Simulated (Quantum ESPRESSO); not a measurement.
Write the native input for Quantum ESPRESSO 7.5 that does the following.

```
Task                        : relaxation of cell and atoms
Functional                  : LDA
Potentials or basis         : PseudoDojo 0.4.1 SR LDA standard
Cutoff                      : 435 eV
Density cutoff              : 1742 eV
k mesh                      : 11 × 11 × 11
Occupations                 : fixed
Spin                        : no spin polarisation
Target pressure             : 12 GPa
Form of the LDA correlation : PW92
Mixing beta                 : 0.5
Most SCF iterations         : 120
SCF threshold               : 4e-10 Ry
Most ionic steps            : 40
Forc conv thr               : 0.0004 Ry/bohr
Etot conv thr               : 1e-05 Ry
Ion dynamics                : bfgs
Cell dynamics               : bfgs
Press conv thr              : 0.3 kbar
```

Crystal: Si.

```
CELL_PARAMETERS angstrom
0.00000 2.71550 2.71550
2.71550 0.00000 2.71550
2.71550 2.71550 0.00000
ATOMIC_POSITIONS crystal
Si 0.00000 0.00000 0.00000
Si 0.25000 0.25000 0.25000
```

The input as run:

pw.in

```
&CONTROL
  calculation = 'vc-relax'
  prefix = 'pwscf'
  outdir = './tmp'
  pseudo_dir = './pseudo'
  tprnfor = .true.
  tstress = .true.
  disk_io = 'low'
  nstep = 40
  forc_conv_thr = 0.0004
  etot_conv_thr = 1d-05
/
&SYSTEM
  ibrav = 0
  nat = 2
  ntyp = 1
  ecutwfc = 32
  nbnd = 9
  occupations = 'fixed'
/
&ELECTRONS
  conv_thr = 4d-10
  electron_maxstep = 120
  mixing_beta = 0.5
/
&IONS
  ion_dynamics = 'bfgs'
/
&CELL
  cell_dynamics = 'bfgs'
  press = 120
  press_conv_thr = 0.3
/
ATOMIC_SPECIES
Si    28.0850 Si.upf
CELL_PARAMETERS angstrom
   0.0000000000    2.7155000000    2.7155000000
   2.7155000000    0.0000000000    2.7155000000
   2.7155000000    2.7155000000    0.0000000000
ATOMIC_POSITIONS crystal
Si     0.0000000000    0.0000000000    0.0000000000
Si     0.2500000000    0.2500000000    0.2500000000
K_POINTS automatic
11 11 11 0 0 0
```

Potentials or basis: PseudoDojo 0.4.1 SR LDA standard.

Launch:

```sh
$ OMP_NUM_THREADS=1 pw.x -in pw.in > pw.out
```

It gave:

```yaml
Relaxed_volume: 17.73 Å³/atom
Relaxed_cell: a = 3.687 Å, b = 3.687 Å, c = 3.687 Å, α = 60.00°, β = 60.00°, γ = 60.00°
Space_group_after_relaxing_to_0.05_Å: Fd-3m (No. 227)
Energy_change_on_relaxing_the_enthalpy_is_what_falls: +62.3 meV/atom
Ionic_steps: 5
Pressure_after_relaxing: 12.0 GPa
Band_gap_on_the_k_mesh: 0.27 eV, indirect (least direct gap 2.58 eV)
```

Caveat: an odd mesh through Γ misses points on the zone boundary, where band edges often lie.

Run time: 58 s on 1 thread of AMD EPYC 7571, with other jobs on the host, peak memory 0.05 GiB.
